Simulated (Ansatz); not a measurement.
# GaSb: the cost of one run

Program: Ansatz 0.2.0. Level of theory: DFT PBE, scalar-relativistic, plane waves, PAW. These are calculated values, not measurements.

The COD entry's cell or inner coordinates are ideal or old and differ from later refinements, so a difference from it is no clean test against experiment.

1 further run of the same task is left out (set aside as unsound or not needed).

## (1) The starting structure

Symmetry: F-43m, No. 216, cubic system. The conventional cell has a = 6.214 Å, b = 6.214 Å, c = 6.214 Å, α = 90.00°, β = 90.00°, γ = 90.00°. Ga (site symmetry -43m) has 4 Sb at 2.69 Å as nearest neighbours. Around Sb (site symmetry -43m) lie 4 Ga at 2.69 Å.

Coordinates:

```cif
data_structure
_symmetry_space_group_name_H-M 'F-43m'
_symmetry_Int_Tables_number 216
_cell_length_a 6.2138
_cell_length_b 6.2138
_cell_length_c 6.2138
_cell_angle_alpha 90.000
_cell_angle_beta 90.000
_cell_angle_gamma 90.000
_cell_volume 239.93
loop_
_atom_site_label
_atom_site_type_symbol
_atom_site_symmetry_multiplicity
_atom_site_Wyckoff_symbol
_atom_site_fract_x
_atom_site_fract_y
_atom_site_fract_z
_atom_site_occupancy
Ga1 Ga 4 a 0.00000 0.00000 0.00000 1
Sb1 Sb 4 d 0.25000 0.25000 0.75000 1
```

This cell was relaxed beforehand with the same method: volume 29.99 Å³/atom, gap on the mesh none (metal).

Bulk energy on matching settings, from an earlier run: -5133.9196 eV/atom.

## (2) The (110) slab

Planes are indexed in the bulk's conventional cell (F-43m (No. 216)), a = 6.214 Å, b = 6.214 Å, c = 6.214 Å, α = 90.00°, β = 90.00°, γ = 90.00°.

The slab is a (110) slab, 4.4 Å thick as cut, with 15 Å of vacuum; its outer planes are GaSb (top) and GaSb (bottom).

The slab as cut. Its planes from the bottom up:

```
plane  atoms per cell  height over the lowest (Å)
    1            GaSb                        0.00
    2            GaSb                        2.20
    3            GaSb                        4.39
```

## (3) Single point on the unrelaxed (110) slab

A dipole layer in the vacuum cancels the field that periodic copies would set up if the slab's two faces differ.

File input.yaml:

```yaml
crystal:
  lattice:
    - [4.3938492952, 0.0, 0.0]
    - [0.0, 6.2138412643, 0.0]
    - [0.0, 0.0, 19.3938492952]
  atoms:
    - { symbol: Ga, position: [0.5, 0.5, 0.3867205466] }
    - { symbol: Sb, position: [0.0, 0.75, 0.3867205466] }
    - { symbol: Ga, position: [0.0, 0.0, 0.5] }
    - { symbol: Sb, position: [0.5, 0.25, 0.5] }
    - { symbol: Ga, position: [0.5, 0.5, 0.6132794534] }
    - { symbol: Sb, position: [0.0, 0.75, 0.6132794534] }
basis:
  ecutwfc: 420
kpoints:
  mp_grid: { grid: [8, 6, 1] }
hamiltonian:
  xc: pbe
scf:
  occupations: { method: gaussian, width: 0.1 }
output:
  forces: true
  stress: true
  eigenvalues: true
  write_density: true
  write_potential: true
  elf: true
  volumetric_format: npy
efield:
  axis: 3
  dipole_correction: true
```

Launch:

```sh
$ ansatz run input.yaml --threads 1 --pin off --max-ram 2560MiB --backend cpu --events-out ev --progress --plain --runs-dir out
```

What time and memory should one allow on 1 thread of Intel Xeon Platinum 8259CL at 2.50GHz (Skylake/Cascade Lake), shared host?

About 65 s, with a peak of 0.83 GiB.
